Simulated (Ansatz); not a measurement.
All numbers below come from DFT PBE, scalar-relativistic, plane waves, PAW (Ansatz 0.2.0). Settings: cutoff 420 eV, Γ-centred meshes spaced at most about 0.3 Å⁻¹, and about 0.25 Å⁻¹ or finer for metals (2π included), Gaussian smearing. No spin polarisation.

Temperature and zero-point effects are left out.

Two relaxed structures of Be6S:

A.

```yaml
crystal:
  lattice:
    - [1.67323, -6.35628, 0.00000]
    - [1.67323, 6.35628, 0.00000]
    - [0.00000, 0.00000, 3.34693]
  atoms:
    - { symbol: Be, position: [0.39485, 0.11987, 0.74435] }
    - { symbol: Be, position: [0.88013, 0.60515, 0.25565] }
    - { symbol: Be, position: [0.60515, 0.88013, 0.74435] }
    - { symbol: Be, position: [0.11987, 0.39485, 0.25565] }
    - { symbol: Be, position: [0.00000, 0.50000, 0.75192] }
    - { symbol: Be, position: [0.50000, 0.00000, 0.24808] }
    - { symbol: S, position: [0.50000, 0.50000, 0.50000] }
```

B.

```yaml
crystal:
  lattice:
    - [3.24802, 0.00000, 0.00000]
    - [0.00000, 3.24802, 0.00000]
    - [0.00000, 0.00000, 6.44955]
  atoms:
    - { symbol: Be, position: [0.00000, 0.50000, 0.72993] }
    - { symbol: Be, position: [0.50000, 0.00000, 0.72993] }
    - { symbol: Be, position: [0.00000, 0.50000, 0.27007] }
    - { symbol: Be, position: [0.50000, 0.00000, 0.27007] }
    - { symbol: Be, position: [0.00000, 0.00000, 0.50000] }
    - { symbol: Be, position: [0.50000, 0.50000, 0.50000] }
    - { symbol: S, position: [0.00000, 0.00000, 0.00000] }
```

**Question.** Which form is favoured at zero pressure, and by what margin per atom?

**Answer.** A is lower, by 85 meV/atom. A has space group C222 (No. 21), 10.2 Å³/atom and no gap on its mesh; B has space group P4/mmm (No. 123), 9.7 Å³/atom and no gap. Counting Be atoms around S (those within 1.25 times the shortest such distance or 1.15 times the sum of covalent radii; the shortest distance is added where it is long for a bond), A has S 4 and B has S 8 from 2.4 Å. The lower one is the more open, so pressure narrows the difference. In A, Be on a site of symmetry 1 has 1 S at 2.09 Å and 8 Be at 2.18–2.43 Å; Be on a site of symmetry 2 is surrounded by 8 Be at 2.18–2.22 Å and 4 Be at 2.36–2.38 Å; around S lie 4 Be at 2.09 Å. In B, around Be on a site of symmetry 2mm lie 8 Be at 2.20–2.30 Å and 2 S at 2.38 Å; around Be on a site of symmetry 4/mmm lie 12 Be at 2.20–2.30 Å; S has 8 Be at 2.38 Å; 1 more site not described. Origin: A, invented, then shaken at random and relaxed again; B, invented.

Cells relaxed within their symmetry can be saddle points.
